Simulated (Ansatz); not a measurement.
# Thickness series of a Mo/SiC/W junction, part 4 of 6

Wanted: T(E), the conductance and its decay constant for Mo/SiC/W. The lower electrode is Mo bcc(001), the upper one W bcc(001); the barrier is SiC zinc blende(001) (Si and Si faces). In the first transport cell, after relaxation, the nearest pair of electrode and barrier is Mo–Si at 2.64 Å, at a slant, at the lower face and W–Si at 2.62 Å, at a slant, at the upper one. All share a net of side 3.15 Å, which strains the lower electrode by +0.0 %, the upper one by -0.6 % and the barrier by +1.7 %, against typed lattice constants near PBE's. The first steps treat the bulk electrodes alone.

Ansatz 0.2.0; PBE DFT, plane waves, PAW files (the session's first sound run).

So far, transmission at the Fermi level (a spin, zone mean): step 5 (the open system: T(E)) 0.00368. Also channels of the lower lead: step 5 1.62.

## Step 6: Conductance, atomic planes in the barrier 5, gap between the electrodes 8.58 Å

Level of this step: PBE DFT, plane waves, PAW files; ballistic transmission by layer matching between semi-infinite leads (Ansatz).

System of this step: Mo/SiC/W. The cell holds 27 atoms: 11 Mo, 3 Si, 2 C and 11 W. Cell: a = 3.150 Å, b = 3.150 Å, c = 54.222 Å, α = 90.0°, β = 90.0°, γ = 90.0°. Regions: left electrode, 11 atoms (11 Mo); barrier, 5 atoms (3 Si and 2 C); right electrode, 11 atoms (11 W). Vacuum lies along c.

The conductance needs T(E) within ten thermal energies of the Fermi level, on steps under 1.5 kT, and a finer mesh (26×26), since the current can rest on few wavevectors.

Contents of input.yaml:

```yaml
crystal:
  lattice:
    - [3.15, 0.0, 0.0]
    - [0.0, 3.15, 0.0]
    - [0.0, 0.0, 54.2223544904]
  atoms:
    - { symbol: Mo, position: [0.0, 0.0, 0.1290980457] }
    - { symbol: Mo, position: [0.5, 0.5, 0.1583038473] }
    - { symbol: Mo, position: [0.0, 0.0, 0.1875096488] }
    - { symbol: Mo, position: [0.5, 0.5, 0.2167154503] }
    - { symbol: Mo, position: [0.0, 0.0, 0.2459212518] }
    - { symbol: Mo, position: [0.5, 0.5, 0.2751270533] }
    - { symbol: Mo, position: [0.0, 0.0, 0.3043328548] }
    - { symbol: Mo, position: [0.5, 0.5, 0.3335386563] }
    - { symbol: Mo, position: [0.0, 0.0, 0.3627444579] }
    - { symbol: Mo, position: [0.5, 0.5, 0.3919502594] }
    - { symbol: Mo, position: [0.0, 0.0, 0.4187947222] }
    - { symbol: Si, position: [0.5, 0.0, 0.4578003504] }
    - { symbol: C, position: [0.0, 0.0, 0.4782801142] }
    - { symbol: Si, position: [0.0, 0.5, 0.4983267542] }
    - { symbol: C, position: [0.5, 0.5, 0.5178621317] }
    - { symbol: Si, position: [0.5, 0.0, 0.5384174419] }
    - { symbol: W, position: [0.0, 0.0, 0.5770915049] }
    - { symbol: W, position: [0.5, 0.5, 0.6045484588] }
    - { symbol: W, position: [0.0, 0.0, 0.6341432917] }
    - { symbol: W, position: [0.5, 0.5, 0.6637381245] }
    - { symbol: W, position: [0.0, 0.0, 0.6933329573] }
    - { symbol: W, position: [0.5, 0.5, 0.7229277901] }
    - { symbol: W, position: [0.0, 0.0, 0.752522623] }
    - { symbol: W, position: [0.5, 0.5, 0.7821174558] }
    - { symbol: W, position: [0.0, 0.0, 0.8117122886] }
    - { symbol: W, position: [0.5, 0.5, 0.8413071214] }
    - { symbol: W, position: [0.0, 0.0, 0.8709019543] }
kpoints:
  mp_grid: { grid: [8, 8, 1] }
scf:
  occupations: { method: fermi_dirac, width: 0.1 }
  max_iter: 150
hamiltonian:
  xc: pbe
output:
  transmission:
    kmesh: [26, 26]
    e_range: [-0.26, 0.27]
    de: 0.0375
    leads: [[4, 5], [21, 22]]
```

Launch:

```
$ ansatz run input.yaml --threads 4 --pin off --max-ram 12288MiB --backend cpu --events-out ev --progress --plain --runs-dir out
```

Numbers of over 12 decimals in the logs are rounded to 6 here.

What it wrote:

```text
[...]
Crystal: 27 atoms, lattice volume = 538.021 Å³
Basis set: ecut = 420 eV, 10613 PW (Γ)
Bands: 197, of which v1, the nominal top of the filled ones, is band 164 counted from 1 (163 counted from 0)
Symmetry: 4 space group operations
[...]
k-points: 25 of 64
[...]
SCF iter   1: F=—  HF=-171152.181200 eV  |F-HF|=—  |Δ(HF+E_count)|=         —  Δρ=1.06e-2  dr2=5.31e1  ethr=1.77e-3  ⟨swp⟩=8.2  Hψ=22927  notcnv=0
[...]
SCF iter  10: F=-171151.847350 eV  HF=-171151.847350 eV  |F-HF|=1.84e-8  |Δ(HF+E_count)|=   5.36e-9  Δρ=1.13e-6  dr2=2.85e-8  ethr=3.05e-11  ⟨swp⟩=7.3  Hψ=12733  notcnv=0
SCF 1 converged in 10 iterations: F = -171151.847350 eV  dr2 = 2.85e-8
[...]
transmission: 1000 of 9996 steps passed
transmission: 2000 of 9996 steps passed
[...]
transmission: 9996 of 9996 steps passed
SCF converged after 10 iterations
Free energy (F): -171151.847350 eV
[...]
Internal energy: -171151.319945 eV  (E = F + TS)
E sigma→0 (E₀):  -171151.583647 eV
Entropy (-TS):   -0.527405 eV (-19.534 meV/atom)
Fermi energy:    14.097852 eV
[...]
--- Band table (eV; the first three rows and the last of 25) ---
  k-point 0: bands = [... 160 lower, 13.6697, 13.7044, 13.7707, 13.8155, 13.8225, 13.9040, 13.9709, 14.0583, ... 29 higher]
  k-point 1: bands = [... 160 lower, 13.8388, 13.9035, 13.9516, 13.9976, 14.1197, 14.1382, 14.2523, 14.2626, ... 29 higher]
  k-point 2: bands = [... 160 lower, 13.7175, 13.7437, 13.9367, 14.0124, 14.3976, 14.4036, 14.4289, 14.4721, ... 29 higher]
  k-point 24: bands = [... 160 lower, 14.9019, 14.9023, 15.1994, 15.6774, 15.7344, 15.8823, 15.8963, 16.0331, ... 29 higher]
--- Transmission ---
  basis      : 89 plane waves across, 51 finite elements along
  points     : 196, standing for a mesh of 26 x 26
  filling    : by the input's occupations and mesh, since the crystals that have channels conduct as metals do. If one of these is a semiconductor, that mesh has misplaced its level
[...]
filled         : 13.9 meV under the level at which it is neutral
    channels       : 1.606509e0 a spin
    conductance    : 1.2486e15 S/m² at 300 K; may be off by some 0.0 % by where its bands' edges are placed, 4.5 % from the k-mesh, 0.1 % from the distance to neutral
    slowest decay  : 0.0157 /Å at (0.1923, 0.2308)
[...]
filled         : 38.8 meV under the level at which it is neutral
    channels       : 1.198225e0 a spin
[...]
slowest decay  : 0.0340 /Å at (0.4231, 0.4231)
  junction   : crystal 0 to crystal 1, 14.82 to 39.09 Å
    transmission   : 4.791572e-2 a spin
    conductance    : 3.8768e13 S/m² at 300 K (2.9541e13 on every other point, 3.9173e13 on every other energy)
    error estimate : 1.0 % from the energy spacing and 1.1 % from band edges of the leads and from resonances (wavevectors taken as independent; lower de), 25.6 % from the k-mesh, 47.7 % from the steps of its leads' Hamiltonians or their offsets (lay more layers), 5.9 % from the distance to neutral
    resistance     : 2.4863e-2 Ω µm² beyond half of each lead's own
```

It took 8.8 min on 4 threads of Arm Neoverse V1, shared host; peak memory 3.4 GiB; 26 min of CPU time.

This step gave:

```
free energy                                         : -171151.8473 eV
Fermi energy                                        : 14.10 eV
transmission at the Fermi level (a spin, zone mean) : 0.04792
channels of the lower lead                          : 1.607
channels of the upper lead                          : 1.198
ballistic conductance of the lower lead             : 1.25e15 S/m²
potential step in the upper lead                    : 24.2 meV
ballistic conductance of the upper lead             : 9.42e14 S/m²
junction conductance                                : 3.88e13 S/m²
error estimates by source, in the log's order       : 1, 1.1, 25.6, 47.7, 5.9 %
resistance-area product beyond the leads            : 0.02486 Ω um²
```

One spin. Table of transmission, zone mean by energy, zero at the Fermi level:

```csv
energy (eV),"transmission, zone mean"
-0.260,0.0787
-0.223,0.0668
-0.185,0.0582
-0.147,0.0611
-0.110,0.0581
-0.072,0.0613
-0.035,0.0538
0.003,0.0479
0.040,0.0464
0.077,0.0476
0.115,0.0428
0.152,0.0405
0.190,0.0320
0.228,0.0329
0.265,0.0271
```

One spin. Open channels, zone mean against energy, zero at the Fermi level:

```csv
energy (eV),lower lead,upper lead
-0.260,1.51,1.12
-0.223,1.59,1.12
-0.185,1.61,1.13
-0.147,1.59,1.12
-0.110,1.59,1.13
-0.072,1.60,1.17
-0.035,1.64,1.17
0.003,1.61,1.20
0.040,1.59,1.24
0.077,1.57,1.29
0.115,1.67,1.25
0.152,1.75,1.27
0.190,1.84,1.34
0.228,1.90,1.39
0.265,2.06,1.46
```

Transmission over k1 and k2. At 0.0025 eV from the Fermi level; zeros and values more than six decades under the largest are shown at that floor.

log10 of the mean of each cell; the least values stand at a floor. Values, 12 rows by 16 columns:
```
-1.3 -2.0 -6.1 -6.1 -6.1 -6.1 -0.6 -0.3 -0.2 -0.3 -1.0 -6.1 -6.1 -6.1 -3.1 -1.7
-6.1 -6.1 -6.1 -6.1 -6.1 -6.1 -1.8 -0.9 -0.7 -1.1 -3.1 -6.1 -6.1 -6.1 -6.1 -6.1
-6.1 -6.1 -6.1 -6.1 -6.1 -3.1 -1.6 -1.8 -2.5 -1.6 -1.9 -3.8 -6.1 -6.1 -6.1 -6.1
-6.1 -6.1 -6.1 -2.7 -2.1 -1.9 -1.7 -2.2 -2.5 -1.9 -1.7 -2.0 -2.2 -6.1 -6.1 -6.1
-0.6 -1.1 -3.4 -2.8 -1.4 -1.2 -1.6 -1.7 -1.8 -1.7 -1.5 -1.1 -1.7 -3.9 -2.0 -0.8
-0.6 -0.6 -3.2 -2.7 -2.6 -1.9 -1.3 -1.2 -1.5 -1.1 -1.6 -2.0 -2.9 -2.9 -1.2 -0.6
-0.6 -0.8 -3.1 -2.9 -1.9 -1.3 -1.4 -1.4 -1.6 -1.3 -1.6 -1.3 -2.4 -3.0 -1.5 -0.7
-1.0 -1.3 -6.1 -2.5 -1.4 -1.4 -1.7 -2.1 -2.2 -2.0 -1.6 -1.3 -1.7 -5.8 -2.1 -1.1
-6.1 -6.1 -6.1 -6.1 -3.9 -2.5 -1.7 -2.1 -2.7 -1.8 -1.8 -2.9 -6.1 -6.1 -6.1 -6.1
-6.1 -6.1 -6.1 -6.1 -6.1 -4.0 -1.6 -1.1 -1.0 -1.2 -2.2 -4.8 -6.1 -6.1 -6.1 -6.1
-1.7 -2.4 -6.1 -6.1 -6.1 -6.1 -1.1 -0.5 -0.4 -0.6 -2.0 -6.1 -6.1 -6.1 -6.1 -2.0
-1.3 -2.0 -6.1 -6.1 -6.1 -6.1 -0.6 -0.3 -0.3 -0.4 -0.9 -6.1 -6.1 -6.1 -3.1 -1.7
```
Columns: k1 (b1) from -0.5 to 0.462; rows upwards: k2 (b2) from -0.5 to 0.462.

G = 3.9e13 S/m² (1/G = 0.0258 Ω µm²). The largest error estimate is 48 %, from the leads' potential steps. In the worse lead the potential repeats within 61 meV, which the program flags as too much for a lead, so G carries that doubt. By hand, Landauer's formula with T at one energy: G = (e²/h) ΣT / A = 3.874e-5 S × 0.0958 / 9.922 Å² = 3.7e13 S/m², with T summed over both spins. The printed value averages T over the Fermi window and is 1.0 times this.

## Step 7: Conductance on a fine mesh, atomic planes in the barrier 7, gap between the electrodes 10.75 Å

System of this step: Mo/SiC/W. The cell holds 29 atoms: 11 Mo, 4 Si, 3 C and 11 W. Its edges and angles: a = 3.150 Å, b = 3.150 Å, c = 56.386 Å, α = 90.0°, β = 90.0°, γ = 90.0°. Regions: left electrode, 11 atoms (11 Mo); barrier, 7 atoms (4 Si and 3 C); right electrode, 11 atoms (11 W). Vacuum lies along c.

Barrier layers are added or taken out in the middle, and the relaxed faces stay.

Contents of input.yaml:

```yaml
crystal:
  lattice:
    - [3.15, 0.0, 0.0]
    - [0.0, 3.15, 0.0]
    - [0.0, 0.0, 56.3862676386]
  atoms:
    - { symbol: Mo, position: [0.0, 0.0, 0.1241437019] }
    - { symbol: Mo, position: [0.5, 0.5, 0.1522286841] }
    - { symbol: Mo, position: [0.0, 0.0, 0.1803136663] }
    - { symbol: Mo, position: [0.5, 0.5, 0.2083986485] }
    - { symbol: Mo, position: [0.0, 0.0, 0.2364836307] }
    - { symbol: Mo, position: [0.5, 0.5, 0.2645686129] }
    - { symbol: Mo, position: [0.0, 0.0, 0.2926535951] }
    - { symbol: Mo, position: [0.5, 0.5, 0.3207385773] }
    - { symbol: Mo, position: [0.0, 0.0, 0.3488235595] }
    - { symbol: Mo, position: [0.5, 0.5, 0.3769085417] }
    - { symbol: Mo, position: [0.0, 0.0, 0.4027228053] }
    - { symbol: Si, position: [0.5, 0.0, 0.4402315302] }
    - { symbol: C, position: [0.0, 0.0, 0.4599253504] }
    - { symbol: Si, position: [0.0, 0.5, 0.4792026684] }
    - { symbol: C, position: [0.5, 0.5, 0.498079422] }
    - { symbol: Si, position: [0.5, 0.0, 0.5175727652] }
    - { symbol: C, position: [0.0, 0.0, 0.536364943] }
    - { symbol: Si, position: [0.0, 0.5, 0.5561314104] }
    - { symbol: W, position: [0.5, 0.5, 0.5933212944] }
    - { symbol: W, position: [0.0, 0.0, 0.6197245438] }
    - { symbol: W, position: [0.5, 0.5, 0.6481836276] }
    - { symbol: W, position: [0.0, 0.0, 0.6766427114] }
    - { symbol: W, position: [0.5, 0.5, 0.7051017952] }
    - { symbol: W, position: [0.0, 0.0, 0.7335608791] }
    - { symbol: W, position: [0.5, 0.5, 0.7620199629] }
    - { symbol: W, position: [0.0, 0.0, 0.7904790467] }
    - { symbol: W, position: [0.5, 0.5, 0.8189381305] }
    - { symbol: W, position: [0.0, 0.0, 0.8473972143] }
    - { symbol: W, position: [0.5, 0.5, 0.8758562981] }
kpoints:
  mp_grid: { grid: [8, 8, 1] }
scf:
  occupations: { method: fermi_dirac, width: 0.1 }
  max_iter: 150
hamiltonian:
  xc: pbe
output:
  transmission:
    kmesh: [26, 26]
    e_range: [-0.26, 0.27]
    de: 0.0375
    leads: [[4, 5], [23, 24]]
```

What it wrote:

```text
[...]
Crystal: 29 atoms, lattice volume = 559.493 Å³
Basis set: ecut = 420 eV, 11029 PW (Γ)
Bands: 202, of which v1, the nominal top of the filled ones, is band 168 counted from 1 (167 counted from 0)
Symmetry: 4 space group operations
[...]
k-points: 25 of 64
[...]
SCF iter   1: F=—  HF=-172039.332186 eV  |F-HF|=—  |Δ(HF+E_count)|=         —  Δρ=1.05e-2  dr2=6.05e1  ethr=1.77e-3  ⟨swp⟩=8.2  Hψ=23814  notcnv=0
[...]
SCF iter  10: F=-172038.954934 eV  HF=-172038.954934 eV  |F-HF|=1.86e-8  |Δ(HF+E_count)|=   5.15e-9  Δρ=1.28e-6  dr2=3.14e-8  ethr=2.98e-11  ⟨swp⟩=8.5  Hψ=13399  notcnv=0
SCF 1 converged in 10 iterations: F = -172038.954934 eV  dr2 = 3.14e-8
[...]
transmission: 1059 of 10584 steps passed
transmission: 2117 of 10584 steps passed
[...]
transmission: 10584 of 10584 steps passed
SCF converged after 10 iterations
Free energy (F): -172038.954934 eV
[...]
Internal energy: -172038.423752 eV  (E = F + TS)
E sigma→0 (E₀):  -172038.689343 eV
Entropy (-TS):   -0.531182 eV (-18.317 meV/atom)
Fermi energy:    13.933485 eV
[...]
--- Band table (eV; the first three rows and the last of 25) ---
  k-point 0: bands = [... 164 lower, 13.5254, 13.5391, 13.6044, 13.6513, 13.6612, 13.7384, 13.8146, 13.8940, ... 30 higher]
  k-point 1: bands = [... 164 lower, 13.6918, 13.7379, 13.7865, 13.8339, 13.9611, 13.9731, 14.0916, 14.0961, ... 30 higher]
  k-point 2: bands = [... 164 lower, 13.5151, 13.5782, 13.7773, 13.8516, 14.2316, 14.2416, 14.2613, 14.3086, ... 30 higher]
  k-point 24: bands = [... 164 lower, 14.5475, 14.7373, 15.0290, 15.5129, 15.6752, 15.7124, 15.7310, 15.7722, ... 30 higher]
--- Transmission ---
  basis      : 89 plane waves across, 54 finite elements along
  points     : 196, standing for a mesh of 26 x 26
[...]
filled         : 13.9 meV under the level at which it is neutral
    channels       : 1.606509e0 a spin
[...]
slowest decay  : 0.0157 /Å at (0.1923, 0.2308)
[...]
filled         : 39.0 meV under the level at which it is neutral
    channels       : 1.198225e0 a spin
[...]
slowest decay  : 0.0338 /Å at (0.4231, 0.4231)
  junction   : crystal 0 to crystal 1, 14.82 to 41.26 Å
    transmission   : 1.039990e-2 a spin
[...]
resistance     : 1.0598e-1 Ω µm² beyond half of each lead's own
```

The job ended after 13 min (4 threads; peak memory 3.6 GiB).

Numbers from this step:

| Quantity | Value |
| --- | --- |
| free energy | -172038.9549 eV |
| Fermi energy | 13.93 eV |
| transmission at the Fermi level (a spin, zone mean) | 0.01040 |
| potential step in the upper lead | 24.3 meV |
| junction conductance | 9.35e12 S/m² |
| error estimates by source, in the log's order | 0.5, 2.3, 24.4, 55.2, 15.1 % |
| resistance-area product beyond the leads | 0.1060 Ω um² |

One spin. Transmission, zone mean against energy, zero at the Fermi level:

```csv
energy (eV),"transmission, zone mean"
-0.260,0.0386
-0.223,0.0305
-0.185,0.0230
-0.147,0.0208
-0.110,0.0168
-0.072,0.0164
-0.035,0.0154
0.003,0.0104
0.040,0.00962
0.077,0.00908
0.115,0.00834
0.152,0.00686
0.190,0.00633
0.228,0.00568
0.265,0.00530
```

One spin. Open channels, zone mean against energy, zero at the Fermi level:

```csv
energy (eV),lower lead,upper lead
-0.260,1.51,1.12
-0.223,1.59,1.12
-0.185,1.61,1.13
-0.147,1.59,1.12
-0.110,1.59,1.13
-0.072,1.60,1.17
-0.035,1.64,1.17
0.003,1.61,1.20
0.040,1.59,1.24
0.077,1.57,1.29
0.115,1.67,1.25
0.152,1.75,1.27
0.190,1.84,1.34
0.228,1.90,1.39
0.265,2.05,1.46
```

Transmission over k1 and k2. At 0.0025 eV from the Fermi level; zeros and values more than six decades under the largest are shown at that floor.

log10 of the mean of each cell; the least values stand at a floor. Values, 12 rows by 16 columns:
```
-2.2 -2.2 -6.7 -6.7 -6.7 -6.7 -1.3 -1.0 -0.9 -1.1 -1.7 -6.7 -6.7 -6.7 -2.8 -2.1
-6.7 -6.7 -6.7 -6.7 -6.7 -6.7 -2.9 -2.2 -2.3 -2.3 -3.9 -6.7 -6.7 -6.7 -6.7 -6.7
-6.7 -6.7 -6.7 -6.7 -6.7 -3.3 -2.0 -2.3 -3.0 -2.0 -2.2 -4.1 -6.7 -6.7 -6.7 -6.7
-6.7 -6.7 -6.7 -6.7 -2.8 -2.0 -1.9 -2.5 -3.3 -2.2 -1.9 -2.2 -3.4 -6.7 -6.7 -6.7
-1.8 -2.0 -4.4 -4.3 -1.8 -1.3 -2.0 -2.3 -2.3 -2.2 -1.9 -1.3 -2.3 -4.5 -2.6 -1.8
-1.4 -1.3 -3.7 -3.4 -2.9 -2.1 -2.0 -1.7 -2.0 -1.6 -2.4 -2.1 -3.5 -3.5 -1.8 -1.3
-1.5 -1.5 -3.9 -3.7 -2.1 -1.4 -2.0 -1.9 -2.0 -1.8 -2.1 -1.4 -2.8 -3.7 -2.1 -1.5
-2.4 -2.3 -6.7 -4.9 -2.0 -1.6 -2.0 -2.6 -2.8 -2.3 -1.9 -1.6 -2.4 -5.2 -2.8 -2.2
-6.7 -6.7 -6.7 -6.7 -4.2 -2.5 -1.9 -2.4 -3.3 -2.1 -2.0 -3.0 -6.7 -6.7 -6.7 -6.7
-6.7 -6.7 -6.7 -6.7 -6.7 -4.7 -2.3 -2.2 -2.6 -2.1 -2.7 -5.5 -6.7 -6.7 -6.7 -6.7
-2.6 -2.8 -6.7 -6.7 -6.7 -6.7 -2.1 -1.4 -1.2 -1.5 -3.7 -6.7 -6.7 -6.7 -6.7 -2.4
-2.3 -2.1 -6.7 -6.7 -6.7 -6.7 -1.3 -0.9 -0.8 -1.1 -1.6 -6.7 -6.7 -6.7 -2.6 -2.2
```
Columns: k1 (b1) from -0.5 to 0.462; rows upwards: k2 (b2) from -0.5 to 0.462.

G = 9.4e12 S/m² (1/G = 0.107 Ω µm²), 0.24 times the step before of this kind. The largest error estimate is 55 %, from the leads' potential steps. In the worse lead the potential repeats within 61 meV, which the program flags as too much for a lead, so G carries that doubt.

## Step 8: Conductance, 31 atoms

System of this step: Mo/SiC/W. The cell holds 31 atoms: 11 Mo, 5 Si, 4 C and 11 W. Its edges and angles: a = 3.150 Å, b = 3.150 Å, c = 58.550 Å, α = 90.0°, β = 90.0°, γ = 90.0°. Regions: left electrode, 11 atoms (11 Mo); barrier, 9 atoms (5 Si and 4 C); right electrode, 11 atoms (11 W). Vacuum lies along c.

Barrier layers are added or taken out in the middle, and the relaxed faces stay.

Contents of input.yaml:

```yaml
crystal:
  lattice:
    - [3.15, 0.0, 0.0]
    - [0.0, 3.15, 0.0]
    - [0.0, 0.0, 58.5501807867]
  atoms:
    - { symbol: Mo, position: [0.0, 0.0, 0.1195555659] }
    - { symbol: Mo, position: [0.5, 0.5, 0.1466025759] }
    - { symbol: Mo, position: [0.0, 0.0, 0.1736495859] }
    - { symbol: Mo, position: [0.5, 0.5, 0.2006965958] }
    - { symbol: Mo, position: [0.0, 0.0, 0.2277436058] }
    - { symbol: Mo, position: [0.5, 0.5, 0.2547906157] }
    - { symbol: Mo, position: [0.0, 0.0, 0.2818376257] }
    - { symbol: Mo, position: [0.5, 0.5, 0.3088846357] }
    - { symbol: Mo, position: [0.0, 0.0, 0.3359316456] }
    - { symbol: Mo, position: [0.5, 0.5, 0.3629786556] }
    - { symbol: Mo, position: [0.0, 0.0, 0.3878388688] }
    - { symbol: Si, position: [0.5, 0.0, 0.4239613362] }
    - { symbol: C, position: [0.0, 0.0, 0.442927307] }
    - { symbol: Si, position: [0.0, 0.5, 0.4614921688] }
    - { symbol: C, position: [0.5, 0.5, 0.4796712703] }
    - { symbol: Si, position: [0.5, 0.0, 0.4984509837] }
    - { symbol: C, position: [0.0, 0.0, 0.5166295361] }
    - { symbol: Si, position: [0.0, 0.5, 0.5354024392] }
    - { symbol: C, position: [0.5, 0.5, 0.5535000907] }
    - { symbol: Si, position: [0.5, 0.0, 0.5725360237] }
    - { symbol: W, position: [0.0, 0.0, 0.6083514341] }
    - { symbol: W, position: [0.5, 0.5, 0.6337788652] }
    - { symbol: W, position: [0.0, 0.0, 0.6611861507] }
    - { symbol: W, position: [0.5, 0.5, 0.6885934361] }
    - { symbol: W, position: [0.0, 0.0, 0.7160007215] }
    - { symbol: W, position: [0.5, 0.5, 0.7434080069] }
    - { symbol: W, position: [0.0, 0.0, 0.7708152924] }
    - { symbol: W, position: [0.5, 0.5, 0.7982225778] }
    - { symbol: W, position: [0.0, 0.0, 0.8256298632] }
    - { symbol: W, position: [0.5, 0.5, 0.8530371486] }
    - { symbol: W, position: [0.0, 0.0, 0.8804444341] }
kpoints:
  mp_grid: { grid: [8, 8, 1] }
scf:
  occupations: { method: fermi_dirac, width: 0.1 }
  max_iter: 150
hamiltonian:
  xc: pbe
output:
  transmission:
    kmesh: [26, 26]
    e_range: [-0.26, 0.27]
    de: 0.0375
    leads: [[4, 5], [25, 26]]
```

What it wrote:

```text
[...]
Crystal: 31 atoms, lattice volume = 580.964 Å³
Basis set: ecut = 420 eV, 11451 PW (Γ)
Bands: 207, of which v1, the nominal top of the filled ones, is band 172 counted from 1 (171 counted from 0)
Symmetry: 4 space group operations
[...]
k-points: 25 of 64
[...]
channels       : 1.600592e0 a spin
[...]
slowest decay  : 0.0157 /Å at (0.1923, 0.2308)
[...]
filled         : 39.0 meV under the level at which it is neutral
    channels       : 1.198225e0 a spin
[...]
slowest decay  : 0.0337 /Å at (0.4231, 0.4231)
  junction   : crystal 0 to crystal 1, 14.82 to 43.42 Å
    transmission   : 3.910932e-3 a spin
[...]
resistance     : 3.0766e-1 Ω µm² beyond half of each lead's own
[key lines of the parts left out:]
SCF converged after 10 iterations
Free energy (F): -172926.086428 eV
Fermi energy:    13.781632 eV
```

Elapsed: 12 min, on 4 threads; peak memory 3.8 GiB.

One spin. Table of transmission, zone mean by energy, zero at the Fermi level:

```csv
energy (eV),"transmission, zone mean"
-0.260,0.0194
-0.223,0.0180
-0.185,0.0161
-0.147,0.0117
-0.110,0.00716
-0.072,0.00544
-0.035,0.00503
0.003,0.00391
0.040,0.00337
0.077,0.00319
0.115,0.00268
0.152,0.00218
0.190,0.00186
0.228,0.00168
0.265,0.00144
```

G = 3.2e12 S/m² (1/G = 0.309 Ω µm²), 0.35 times the step before of this kind. The largest error estimate is 68 %, from the leads' potential steps. In the worse lead the potential repeats within 61 meV, which the program flags as too much for a lead, so G carries that doubt.

[end of part 4 of 6]

[Logs are printed without paths, hosts, clocks, repeated set-up lines and the standing remarks that a program may print on its own settings, such as how far it seeks lower states.]

[Hosts, paths, dates, database ids (printed as entryN), source tags and the programs' standing remarks are cut or masked in the printed files.]
